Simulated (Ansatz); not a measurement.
BN (Fmm2) from a database of computed structures, relaxed with r2SCAN+rVV10: it is orthorhombic, Fmm2 (No. 42); conventional cell a = 2.502 Å, b = 6.586 Å, c = 4.327 Å, 8.91 Å³ an atom. B has 3 N at 1.44 Å; N has 3 B at 1.44 Å. One-shot G0W0@r2SCAN in the plane-wave code Ansatz on a 6×6×6 mesh (contour deformation, no spin-orbit coupling), from an r2SCAN gap of 4.076 eV over the mesh points (the G0W0 gap is indirect on the mesh); the number N of bands summed and the screening cutoff rise together. Spin-unpolarised throughout; all numbers are computed.

```
 N  cutoff (eV)  1000/N  G0W0 gap (eV)
32           80  31.250          5.128
71          140  14.085          5.276
```

**Question.** Lay a straight line in 1000/N through these rows.

**Answer.** The slope is -0.0086 eV per unit of 1000/N and the intercept 5.397 eV.

**Question.** Predict the gap at N = 127 (210 eV).

**Answer.** 5.397 + (-0.0086) × 7.874 = 5.329 eV; the run gives 5.389 eV, +0.060 eV from the line.

**Question.** With that run's result added, what limit do the last two rows suggest?

**Answer.** Their slope is (5.389 − 5.276)/(7.874 − 14.085) = -0.0182, which meets 1/N = 0 at 5.53 eV, against 5.397 eV from the first line. The slope steepens, so 1/N isn't yet asymptotic and the true limit probably lies higher still; the k mesh isn't extrapolated.
